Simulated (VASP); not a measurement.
# Zn: intraband terms of a metal's spectrum

Zn, Fm-3m (no. 225), 1 atom in the cell. PBE, independent-particle dielectric function; PAW potentials Zn (PBE set).

## Input

INCAR.step1:
```
PREC     = Accurate       # precision mode
ENCUT    = 320            # plane-wave cutoff, eV
ISMEAR   = 1              # smearing method
SIGMA    = 0.1            # smearing width, eV
EDIFF    = 1E-7           # SCF threshold, eV
LASPH    = True           # aspherical terms in the spheres
KPAR     = 4            
LWAVE    = False          # write WAVECAR
LCHARG   = True           # write CHGCAR
LMAXMIX  = 4              # l up to which the mixer works
```

INCAR.step2:
```
PREC     = Accurate       # precision mode
ENCUT    = 320            # plane-wave cutoff, eV
ISMEAR   = 0              # smearing method
SIGMA    = 0.3            # smearing width, eV
EDIFF    = 1E-6           # SCF threshold, eV
LASPH    = True           # aspherical terms in the spheres
KPAR     = 4            
LWAVE    = True           # write WAVECAR
LCHARG   = False          # write CHGCAR
LMAXMIX  = 4              # l up to which the mixer works
ICHARG   = 11             # starting density
NBANDS   = 20             # bands
NEDOS    = 3000           # points of the DOS
OMEGAMAX = 30           
CSHIFT   = 0.1           
```

INCAR.step3, as INCAR.step2 but for:
```
- LWAVE = True
+ LWAVE = False
+ LOPTICS = True
+ ALGO = None
+ NELM = 1
+ ISTART = 1
```

INCAR.step4, as INCAR.step3 but for:
```
+ WPLASMAI = 0.03
```

INCAR.step5 to INCAR.step6 change the same tag again: WPLASMAI = 0.1, 0.3.

INCAR.step7, as INCAR.step6 but for:
```
- WPLASMAI = 0.3
+ RTIME = 1
```

INCAR.step8, as INCAR.step7 but for:
```
- RTIME = 1
+ RTIME = 5
```

INCAR.step9, as INCAR.step8 but for:
```
- RTIME = 5
+ LNABLA = True
```

INCAR.step10, as INCAR.step9 but for:
```
- ISMEAR = 0
- LNABLA = True
+ ISMEAR = -5
```

KPOINTS.step1:
```
k-points
0
Gamma
  12 12 12
```

KPOINTS.step2:
```
k-points
0
Gamma
  24 24 24
```

POSCAR:
```
Zn
1.0
    0.0000000000      1.9647760000      1.9647760000
    1.9647760000      0.0000000000      1.9647760000
    1.9647760000      1.9647760000      0.0000000000
Zn
1
Direct
    0.0000000000      0.0000000000      0.0000000000
```

Commands (each step's output is kept before the next begins):
```
cat potpaw_PBE.64/Zn/POTCAR > POTCAR
cp INCAR.step1 INCAR
cp KPOINTS.step1 KPOINTS
mpirun -np 4 vasp_std > vasp.out
cp INCAR.step2 INCAR
cp KPOINTS.step2 KPOINTS
mpirun -np 4 vasp_std > vasp.out
cp INCAR.step3 INCAR
mpirun -np 4 vasp_std > vasp.out
cp INCAR.step4 INCAR
mpirun -np 4 vasp_std > vasp.out
cp INCAR.step5 INCAR
mpirun -np 4 vasp_std > vasp.out
cp INCAR.step6 INCAR
mpirun -np 4 vasp_std > vasp.out
cp INCAR.step7 INCAR
mpirun -np 4 vasp_std > vasp.out
cp INCAR.step8 INCAR
mpirun -np 4 vasp_std > vasp.out
cp INCAR.step9 INCAR
mpirun -np 4 vasp_std > vasp.out
cp INCAR.step10 INCAR
mpirun -np 4 vasp_std > vasp.out
```

## Result

- Bands: 20

One ground state, settings moved in the last step alone:

| Settings | Plasma frequency (eV) | Im ε at 0.5 eV | Im ε at 1 eV | Im ε at 2 eV | Im ε at 4 eV | Time (s) |
|---|---|---|---|---|---|---|
| interband part alone | 11.46 | 57.3 | 10.7 | 4.3 | 2.7 | 9 |
| Drude term, WPLASMAI 0.03 | 11.46 | 88.7 | 14.7 | 4.7 | 2.8 | 9 |
| Drude term, WPLASMAI 0.1 | 11.46 | 158.3 | 23.7 | 5.9 | 2.9 | 10 |
| Drude term, WPLASMAI 0.3 | 11.46 | 289.0 | 46.9 | 9.1 | 3.4 | 12 |
| relaxation time RTIME 1 fs | 11.46 | 310.3 | 71.0 | 14.0 | 4.1 | 10 |
| relaxation time RTIME 5 fs | 11.46 | 186.6 | 27.7 | 6.4 | 3.0 | 12 |
| transversal form (LNABLA) | 11.59 | 58.5 | 10.9 | 4.3 | 2.8 | 10 |
| tetrahedron method | – | – | – | – | – | no result |

VASP 6.6.1 took 87 s on 4 cores (AMD EPYC 7R43 (Zen 3)), a shared host.
